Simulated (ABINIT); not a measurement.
# BN (P6_3mc): G0W0 with ABINIT, start to end, part 2 of 3

How does a plane-wave GW calculation on BN (P6_3mc) run from the first input to the gap?

ABINIT 10.8.3; LDA and many-body steps on it, plane waves. Known limits of the many-body steps: not at the basis limit; coarse k mesh.

So far. Step 2 (Ground state): The gap is indirect, with the least direct gap 3.23 eV higher.

The database entry behind the starting cell has ideal inner coordinates that were not refined, so it need not match the best structure at ambient conditions.

## Step 3: Bands along the symmetry lines

Level of this step: DFT, LDA, plane waves, norm-conserving pseudopotentials (ABINIT).

Levels along a band path, at the cheap level, show where the edges lie and whether the meshes to come will hold them.

run.abi reads:

```
acell 3*1.0 Angstrom
rprim 
  2.536000000002 -0.000000000000 0.000000000000
  -1.268000000000 2.196240423999 0.000000000000
  0.000000000000 0.000000000000 4.199000000000
ntypat 2
znucl 5 7
natom 4
typat 1 1 2 2
xred 
  0.666666666667 0.333333333333 0.000000000000
  0.333333333333 0.666666666667 0.500000000000
  0.666666666667 0.333333333333 0.375000000000
  0.333333333333 0.666666666667 0.875000000000
pp_dirpath "pseudos"
pseudos "B.upf, N.upf"
ecut 36
iscf -2
irdden 1
kptopt 0
nkpt 75
kpt 
  0.00000000 0.00000000 0.00000000
  0.06250000 0.00000000 0.00000000
  0.12500000 0.00000000 0.00000000
  0.18750000 0.00000000 0.00000000
  0.25000000 0.00000000 0.00000000
  0.31250000 0.00000000 0.00000000
  0.37500000 0.00000000 0.00000000
  0.43750000 0.00000000 0.00000000
  0.50000000 0.00000000 0.00000000
  0.47916667 0.04166667 0.00000000
  0.45833333 0.08333333 0.00000000
  0.43750000 0.12500000 0.00000000
  0.41666666 0.16666666 0.00000000
  0.39583333 0.20833333 0.00000000
  0.37500000 0.25000000 0.00000000
  0.35416666 0.29166666 0.00000000
  0.33333333 0.33333333 0.00000000
  0.29166666 0.29166666 0.00000000
  0.25000000 0.25000000 0.00000000
  0.20833333 0.20833333 0.00000000
  0.16666666 0.16666666 0.00000000
  0.12500000 0.12500000 0.00000000
  0.08333333 0.08333333 0.00000000
  0.04166667 0.04166667 0.00000000
  0.00000000 0.00000000 0.00000000
  0.00000000 0.00000000 0.06250000
  0.00000000 0.00000000 0.12500000
  0.00000000 0.00000000 0.18750000
  0.00000000 0.00000000 0.25000000
  0.00000000 0.00000000 0.31250000
  0.00000000 0.00000000 0.37500000
  0.00000000 0.00000000 0.43750000
  0.00000000 0.00000000 0.50000000
  0.06250000 0.00000000 0.50000000
  0.12500000 0.00000000 0.50000000
  0.18750000 0.00000000 0.50000000
  0.25000000 0.00000000 0.50000000
  0.31250000 0.00000000 0.50000000
  0.37500000 0.00000000 0.50000000
  0.43750000 0.00000000 0.50000000
  0.50000000 0.00000000 0.50000000
  0.47916667 0.04166667 0.50000000
  0.45833333 0.08333333 0.50000000
  0.43750000 0.12500000 0.50000000
  0.41666666 0.16666666 0.50000000
  0.39583333 0.20833333 0.50000000
  0.37500000 0.25000000 0.50000000
  0.35416666 0.29166666 0.50000000
  0.33333333 0.33333333 0.50000000
  0.29166666 0.29166666 0.50000000
  0.25000000 0.25000000 0.50000000
  0.20833333 0.20833333 0.50000000
  0.16666666 0.16666666 0.50000000
  0.12500000 0.12500000 0.50000000
  0.08333333 0.08333333 0.50000000
  0.04166667 0.04166667 0.50000000
  0.00000000 0.00000000 0.50000000
  0.50000000 0.00000000 0.50000000
  0.50000000 0.00000000 0.43750000
  0.50000000 0.00000000 0.37500000
  0.50000000 0.00000000 0.31250000
  0.50000000 0.00000000 0.25000000
  0.50000000 0.00000000 0.18750000
  0.50000000 0.00000000 0.12500000
  0.50000000 0.00000000 0.06250000
  0.50000000 0.00000000 0.00000000
  0.33333333 0.33333333 0.50000000
  0.33333333 0.33333333 0.43750000
  0.33333333 0.33333333 0.37500000
  0.33333333 0.33333333 0.31250000
  0.33333333 0.33333333 0.25000000
  0.33333333 0.33333333 0.18750000
  0.33333333 0.33333333 0.12500000
  0.33333333 0.33333333 0.06250000
  0.33333333 0.33333333 0.00000000
istwfk *1
nband 19
nbdbuf 6
tolwfr 1e-07
nstep 50
prtwf 0
prtvol 0
indata_prefix "in"
outdata_prefix "out"
tmpdata_prefix "tmp"
```

Launch:

```bash
OMP_NUM_THREADS=1 mpirun -n 4 abinit run.abi > log
```

Numbers of over 12 decimals in the logs are rounded to 6 here.

Output:

```text
.Version 10.8.3 of ABINIT. v10.8.2 released Aug 2026.

 Symmetries : space group P6_3 m c (#186); Bravais hP (primitive hexag.)
[... echo of the input left out ...]
== DATASET  1 ==================================================================
-   mpi_nproc: 4, omp_nthreads: 1 (-1 if OMP is not activated)

--- !DatasetInfo
iteration_state: {dtset: 1, }
dimensions: {natom: 4, nkpt: 75, mband: 19, nsppol: 1, nspinor: 1, nspden: 1, mpw: 1677, }
cutoff_energies: {ecut:  36.0, pawecutdg:  -1.0, }
electrons: {nelect:   1.60000000E+01, charge:   0.00000000E+00, occopt:   1.00000000E+00, tsmear:   1.00000000E-02, }

 Real(R)+Recip(G) space primitive vectors, cartesian coordinates (Bohr,Bohr^-1):
 R(1)=  4.7923455  0.0000000  0.0000000  G(1)=  0.2086661  0.1204734  0.0000000
 R(2)= -2.3961727  4.1502929  0.0000000  G(2)=  0.0000000  0.2409468  0.0000000
 R(3)=  0.0000000  0.0000000  7.9349600  G(3)=  0.0000000  0.0000000  0.1260246
 Unit cell volume ucvol=  1.5782348E+02 bohr^3
 Angles (23,13,12)=  9.00000000E+01  9.00000000E+01  1.20000000E+02 degrees

 getcut: wavevector=  0.0000  0.0000  0.0000  ngfft=  27  27  45
         ecut(hartree)=     36.000   => boxcut(ratio)=   2.01065

--- Pseudopotential description ------------------------------------------------
- B Generated using ONCVPSP code by D. R. Hamann
-  5.00000   3.00000  180309                  znucl, zion, pspdat
12 -1012 1 -1 1498                            pspcod,pspxc,lmax,lloc,mmax
     nproj     2     2
  pspatm : epsatm=    3.19369156
         --- l  ekb(1:nproj) -->
             0    8.437831    1.245441
             1   -3.670611   -0.766497
 pspatm: atomic psp has been read  and splines computed

- N Generated using ONCVPSP code by D. R. Hamann
-  7.00000   5.00000  180309                  znucl, zion, pspdat
12 -1012 1 -1 1058                            pspcod,pspxc,lmax,lloc,mmax
     nproj     2     2
  pspatm : epsatm=    5.30777321
         --- l  ekb(1:nproj) -->
             0    7.408032    0.617798
[...]
pspatm: atomic psp has been read  and splines computed

--------------------------------------------------------------------------------

================================================================================
 prteigrs : about to open file out_EIG
 Non-SCF case, kpt    1 (  0.00000  0.00000  0.00000), residuals and eigenvalues=
  4.18E-08  3.48E-08  4.92E-09  1.93E-08  4.10E-08  2.76E-08  1.60E-08  6.37E-08
  3.24E-08  6.84E-08  6.34E-08  7.43E-08  1.75E-08  4.38E-08  5.80E-08  5.00E-07
[...]
-4.4306E-01 -2.8633E-01 -1.0071E-01  2.2589E-01  2.2589E-01  2.9532E-01
  3.0459E-01  3.0459E-01  6.1226E-01  6.1226E-01  6.1925E-01  6.6538E-01
  7.0962E-01  7.4237E-01  7.4237E-01  8.9520E-01  1.0993E+00  1.1066E+00
  1.1066E+00
 Non-SCF case, kpt    2 (  0.06250  0.00000  0.00000), residuals and eigenvalues=
[...]
1.1490E+00
 Non-SCF case, kpt    3 (  0.12500  0.00000  0.00000), residuals and eigenvalues=
[...]
1.1097E+00
[...]
Non-SCF case, kpt   74 (  0.33333  0.33333  0.06250), residuals and eigenvalues=
[...]
1.0771E+00
 Non-SCF case, kpt   75 (  0.33333  0.33333  0.00000), residuals and eigenvalues=
[...]
1.0419E-01  1.0419E-01  4.9024E-01  8.0024E-01  8.0024E-01  8.1115E-01
  8.3705E-01  8.3705E-01  8.6510E-01  8.6510E-01  1.0608E+00  1.0630E+00
  1.0722E+00

--- !ResultsGS
iteration_state: {dtset: 1, }
comment   : Summary of ground state results
lattice_vectors:
- [  4.7923455,  -0.0000000,   0.0000000, ]
- [ -2.3961727,   4.1502929,   0.0000000, ]
- [  0.0000000,   0.0000000,   7.9349600, ]
lattice_lengths: [   4.79235,    4.79235,    7.93496, ]
lattice_angles: [ 90.000,  90.000, 120.000, ] # degrees, (23, 13, 12)
lattice_volume:   1.5782348E+02
convergence: {deltae:  0.000E+00, res2:  0.000E+00, residm:  9.981E-08, diffor:  0.000E+00, }
etotal    :  -2.68484797E+01
entropy   :   0.00000000E+00
fermie    :   3.04594368E-01
cartesian_stress_tensor: null
pressure_GPa: null
xred      :
- [  6.6667E-01,   3.3333E-01,  -1.9429E-16,  B]
- [  3.3333E-01,   6.6667E-01,   5.0000E-01,  B]
- [  6.6667E-01,   3.3333E-01,   3.7500E-01,  N]
- [  3.3333E-01,   6.6667E-01,   8.7500E-01,  N]
cartesian_forces: null
force_length_stats: {min: null, max: null, mean: null, }

 Integrated electronic density in atomic spheres:
 ------------------------------------------------
 Atom  Sphere_radius  Integrated_density
[...]
================================================================================

 ----iterations are completed or convergence reached----

 Mean square residual over all n,k,spin=   46.845E-09; max=  99.811E-09
 reduced coordinates (array xred) for    4 atoms
[...]
cartesian coordinates (angstrom) at end:
    1      1.268000     0.732080    -0.000000
    2      6.7e-13     1.464160     2.099500
    3      1.268000     0.732080     1.574625
    4      6.7e-13     1.464160     3.674125
 length scales=  1.889726125908  1.889726125908  1.889726125908 bohr
              =  1.000000000000  1.000000000000  1.000000000000 angstroms
 prteigrs : about to open file out_EIG
 Eigenvalues (hartree) for nkpt=  75  k points:
 kpt#   1, nband= 19, wtk=  1.00000, kpt=  0.0000  0.0000  0.0000 (reduced coord)
[...]
kpt#   2, nband= 19, wtk=  1.00000, kpt=  0.0625  0.0000  0.0000 (reduced coord)
[...]
kpt#   3, nband= 19, wtk=  1.00000, kpt=  0.1250  0.0000  0.0000 (reduced coord)
[...]
kpt#  74, nband= 19, wtk=  1.00000, kpt=  0.3333  0.3333  0.0625 (reduced coord)
[...]
1.05759    1.06461    1.07709
 kpt#  75, nband= 19, wtk=  1.00000, kpt=  0.3333  0.3333  0.0000 (reduced coord)
  -0.24269   -0.24269   -0.04120    0.04063    0.04063    0.10067    0.10419    0.10419
   0.49024    0.80024    0.80024    0.81115    0.83705    0.83705    0.86510    0.86510
   1.06081    1.06296    1.07216

== END DATASET(S) ==============================================================
================================================================================

 -outvars: echo values of variables after computation  --------
            nband          19
             nkpt          75
          spgroup         186
 [... the other variables as echoed above ...]

 Calculation completed.
```

Wall time 7.4 s (4 MPI ranks of Arm Neoverse V2, shared host); peak memory 0.27 GiB; 29 s of CPU time.

This step gave:

```yaml
gap: 5.052 eV
k_of_the_valence_top: 0, 0, 0
k_of_the_conduction_bottom: 0.3333, 0.3333, 0
least_direct_gap: 8.292 eV
```

The gap is 5.052 eV, as in the run before at this level.

Electronic bands along the path, in eV, zero at the top of the highest filled band; v1 is the highest filled band, c1 the lowest empty one:

| point | v4 | v3 | v2 | v1 | c1 | c2 | c3 | c4 |
| --- | --- | --- | --- | --- | --- | --- | --- | --- |
| Γ | -2.14 | -0.25 | 0.00 | 0.00 | 8.37 | 8.37 | 8.56 | 9.82 |
| halfway | -3.86 | -3.73 | -1.62 | -1.17 | 7.33 | 9.34 | 10.12 | 11.14 |
| M | -6.94 | -5.05 | -4.48 | -2.15 | 6.76 | 7.92 | 10.65 | 11.61 |
| halfway | -6.62 | -6.49 | -4.65 | -3.64 | 6.28 | 9.40 | 11.74 | 13.28 |
| K | -7.18 | -5.55 | -5.45 | -5.45 | 5.05 | 13.49 | 13.49 | 13.78 |
| halfway | -5.73 | -3.62 | -2.22 | -1.97 | 8.35 | 8.94 | 10.30 | 11.68 |
| Γ | -2.14 | -0.25 | 0.00 | 0.00 | 8.37 | 8.37 | 8.56 | 9.82 |
| halfway | -1.88 | -1.88 | -0.38 | -0.38 | 8.81 | 8.81 | 9.20 | 9.77 |
| A | -1.19 | -1.19 | -1.19 | -1.19 | 9.63 | 9.63 | 9.94 | 9.94 |
| halfway | -4.13 | -4.13 | -2.71 | -2.71 | 7.94 | 7.94 | 11.33 | 11.33 |
| L | -3.82 | -3.82 | -3.60 | -3.60 | 6.61 | 6.61 | 10.12 | 10.12 |
| halfway | -5.81 | -5.81 | -3.22 | -3.22 | 8.01 | 8.01 | 11.00 | 11.00 |
| H | -7.88 | -7.88 | -3.07 | -3.07 | 9.42 | 9.42 | 10.09 | 10.09 |
| halfway | -4.38 | -4.38 | -3.51 | -3.51 | 8.86 | 8.86 | 10.78 | 10.78 |
| A | -1.19 | -1.19 | -1.19 | -1.19 | 9.63 | 9.63 | 9.94 | 9.94 |
| jump to L | -3.82 | -3.82 | -3.60 | -3.60 | 6.61 | 6.61 | 10.12 | 10.12 |
| halfway | -5.50 | -4.72 | -3.55 | -2.71 | 6.85 | 6.88 | 11.07 | 11.77 |
| M | -6.94 | -5.05 | -4.48 | -2.15 | 6.76 | 7.92 | 10.65 | 11.61 |
| jump to H | -7.88 | -7.88 | -3.07 | -3.07 | 9.42 | 9.42 | 10.09 | 10.09 |
| halfway | -8.22 | -6.39 | -4.08 | -4.08 | 6.64 | 10.99 | 10.99 | 13.01 |
| K | -7.18 | -5.55 | -5.45 | -5.45 | 5.05 | 13.49 | 13.49 | 13.78 |

## Step 4: Empty states on the mesh, 6×6×4 mesh, 128 bands

The sums over transitions need many empty states on a uniform mesh; this step solves for them.

run.abi reads:

```
acell 3*1.0 Angstrom
rprim 
  2.536000000002 -0.000000000000 0.000000000000
  -1.268000000000 2.196240423999 0.000000000000
  0.000000000000 0.000000000000 4.199000000000
ntypat 2
znucl 5 7
natom 4
typat 1 1 2 2
xred 
  0.666666666667 0.333333333333 0.000000000000
  0.333333333333 0.666666666667 0.500000000000
  0.666666666667 0.333333333333 0.375000000000
  0.333333333333 0.666666666667 0.875000000000
pp_dirpath "pseudos"
pseudos "B.upf, N.upf"
ecut 36
ngkpt 6 6 4
nshiftk 1
shiftk 0 0 0
kptopt 1
chksymbreak 0
irdden 1
istwfk *1
nband 128
prtvol 0
optdriver 6
gwr_task "HDIAGO"
paral_kgb 0
occopt 1
indata_prefix "in"
outdata_prefix "out"
tmpdata_prefix "tmp"
```

Output:

```text
[banner, memory and clock lines left out]
.Version 10.8.3 of ABINIT. v10.8.2 released Aug 2026.

 Symmetries : space group P6_3 m c (#186); Bravais hP (primitive hexag.)
[... echo of the input left out ...]
== DATASET  1 ==================================================================
-   mpi_nproc: 4, omp_nthreads: 1 (-1 if OMP is not activated)

--- !DatasetInfo
iteration_state: {dtset: 1, }
dimensions: {natom: 4, nkpt: 21, mband: 128, nsppol: 1, nspinor: 1, nspden: 1, mpw: 1677, }
cutoff_energies: {ecut:  36.0, pawecutdg:  -1.0, }
electrons: {nelect:   1.60000000E+01, charge:   0.00000000E+00, occopt:   1.00000000E+00, tsmear:   1.00000000E-02, }

.Using double precision arithmetic; gwpc =  8

- Reading GS density from: in_DEN

--- Pseudopotential description ------------------------------------------------
- B Generated using ONCVPSP code by D. R. Hamann
-  5.00000   3.00000  180309                  znucl, zion, pspdat
12 -1012 1 -1 1498                            pspcod,pspxc,lmax,lloc,mmax
     nproj     2     2
  pspatm : epsatm=    3.19369156
         --- l  ekb(1:nproj) -->
             0    8.437831    1.245441
             1   -3.670611   -0.766497
 pspatm: atomic psp has been read  and splines computed

- N Generated using ONCVPSP code by D. R. Hamann
-  7.00000   5.00000  180309                  znucl, zion, pspdat
12 -1012 1 -1 1058                            pspcod,pspxc,lmax,lloc,mmax
     nproj     2     2
  pspatm : epsatm=    5.30777321
         --- l  ekb(1:nproj) -->
             0    7.408032    0.617798
             1   -4.361519   -1.032581
 pspatm: atomic psp has been read  and splines computed

   2.72046872E+02                                ecore*ucvol(ha*bohr**3)

 Total charge density [el/Bohr^3]
)     Maximum=    5.6421E-01  at reduced coord.    0.4074    0.8148    0.8889
)     Minimum=    7.8223E-03  at reduced coord.    0.6667    0.3333    0.0000
   Integrated=    1.6000E+01

 === KS gaps after direct diagonalization ===
 Indirect band gap semiconductor
 Fundamental gap:     5.052 (eV)
   VBM:     8.288 (eV) at k: [ 0.0000E+00,  0.0000E+00,  0.0000E+00]
   CBM:    13.340 (eV) at k: [ 3.3333E-01,  3.3333E-01,  0.0000E+00]
 Direct gap:         8.334 (eV) at k: [ 1.6667E-01,  0.0000E+00,  0.0000E+00]

== END DATASET(S) ==============================================================

 -outvars: echo values of variables after computation  --------
           etotal      0.0000000000E+00
            nband         128
             nkpt          21
          spgroup         186
 [... the other variables as echoed above ...]

 Calculation completed.
```

Wall time 24 s (4 MPI ranks); peak memory 0.83 GiB; 96 s of CPU time.

Numbers from this step:

| Property | Result |
| --- | --- |
| gap | 5.052 eV |
| k of the valence top | 0, 0, 0 |
| k of the conduction bottom | 0.3333, 0.3333, 0 |
| least direct gap | 8.334 eV |
| k points computed | 21 |
| lowest point of the top converged band, above the valence top | 144.7222 eV |

On this mesh the gap is 5.052 eV.

## Step 5: Screening, 6×6×4 mesh, 120 bands, screening to 244.9 eV

The RPA dielectric matrix is built and inverted for each q.

This step: RPA screening on LDA, plane waves, norm-conserving pseudopotentials.

Edit run.abi of step 4 so:

```diff
@@ -22,10 +22,11 @@
 chksymbreak 0
-irdden 1
 istwfk *1
-nband 128
-prtvol 0
-optdriver 6
-gwr_task "HDIAGO"
-paral_kgb 0
 occopt 1
+irdwfk 1
+optdriver 3
+nband 120
+ecuteps 9
+inclvkb 2
+awtr 1
+symchi 1
 indata_prefix "in"
```

Output:

```text
.Version 10.8.3 of ABINIT. v10.8.2 released Aug 2026.

 Symmetries : space group P6_3 m c (#186); Bravais hP (primitive hexag.)
[... echo of the input left out ...]
== DATASET  1 ==================================================================
-   mpi_nproc: 4, omp_nthreads: 1 (-1 if OMP is not activated)

--- !DatasetInfo
iteration_state: {dtset: 1, }
dimensions: {natom: 4, nkpt: 21, mband: 120, nsppol: 1, nspinor: 1, nspden: 1, mpw: 1677, }
cutoff_energies: {ecut:  36.0, pawecutdg:  -1.0, }
electrons: {nelect:   1.60000000E+01, charge:   0.00000000E+00, occopt:   1.00000000E+00, tsmear:   1.00000000E-02, }

 SCREENING: Calculation of the susceptibility and dielectric matrices

 Based on a program developped by R.W. Godby, V. Olevano, G. Onida, and L. Reining.
 Incorporated in ABINIT by V. Olevano, G.-M. Rignanese, and M. Torrent.
.Using double precision arithmetic ; gwpc =  8

[... cell and pseudopotentials left out ...]
--------------------------------------------------------------------------------

 ==== K-mesh for the wavefunctions ====
 Number of points in the irreducible wedge :    21
[... list of points left out ...]
 Together with 12 symmetry operations and time-reversal symmetry
 yields   144 points in the full Brillouin Zone.

 ==== Q-mesh for the screening function ====
 Number of points in the irreducible wedge :    21
[... list of points left out ...]
 Together with 12 symmetry operations and time-reversal symmetry
 yields   144 points in the full Brillouin Zone.

 setmesh: FFT mesh size selected  =    18x   18x   36
          total number of points  =        11664

 vcoul_init : cutoff-mode = AUXILIARY_FUNCTION
 q-points for optical limit:   1
     1)      0.000010    0.000020    0.000030

- screening: taking advantage of time-reversal symmetry
- Maximum band index for partially occupied states nbvw = 8
- Remaining bands to be divided among processors   nbcw = 112
- Number of bands treated by each node ~28

 Number of electrons calculated from density =   16.0000; Expected =   16.0000
 average of density, n =  0.101379
 r_s =    1.3304
 omega_plasma =   30.7135 [eV]

 calculating chi0 at frequencies [eV] :
  1    0.000000E+00    0.000000E+00
  2    0.000000E+00    3.071353E+01

--------------------------------------------------------------------------------
  q-point number  1        q = ( 0.000000, 0.000000, 0.000000) [r.l.u.]
--------------------------------------------------------------------------------
[... chi0 elements left out ...]
 For q-point:  0.000010 0.000020 0.000030
  dielectric constant =   4.3874
  dielectric constant without local fields =   4.7384

  Average fulfillment of the sum rule on Im[epsilon] for q-point    1 :     88.92  [%]
[... wings left out ...]
  q-point number  2        q = ( 0.166667, 0.000000, 0.000000) [r.l.u.]
--------------------------------------------------------------------------------
[... chi0 elements left out ...]
  Average fulfillment of the sum rule on Im[epsilon] for q-point    2 :     95.22  [%]

 [... 19 further q-points ...]
```

The job ended after 85 s (4 MPI ranks; peak memory 0.91 GiB; 5.6 min of CPU time).

This step gave:

```
ε∞ with local fields, on this mesh, along the program's q direction : 4.387
the same without local fields                                       : 4.738
plasma frequency                                                    : 30.71 eV
plane waves in the screening matrix                                 : 209
```

Local fields lower ε∞ by 7 %. On a Γ-centred mesh this coarse the value itself is usually too large, while a short band sum pulls it down.

(Continued in part 3 of 3.)

[Paths, hosts, dates, memory and timing lines, banners, echoed tables and standing remarks are left out of the program output.]

[Logs are printed without paths, hosts, clocks, repeated set-up lines and the standing remarks that a program may print on its own settings, such as how far it seeks lower states.]

[Runs of the session that timed out or met a known fault of the program may be left out.]

[Hosts, paths, dates, database ids (printed as entryN), source tags and the programs' standing remarks are cut or masked in the printed files.]

[G0W0 gaps are taken among the corrected bands and points alone; a level outside them can change the order at an edge.]

[Where Ansatz stands beside ABINIT at settings called matched, ABINIT's density can come from a denser mesh and the files from another edition; pairs whose starting gaps differed by over 0.03 eV were left out, so agreement reads better than it is.]
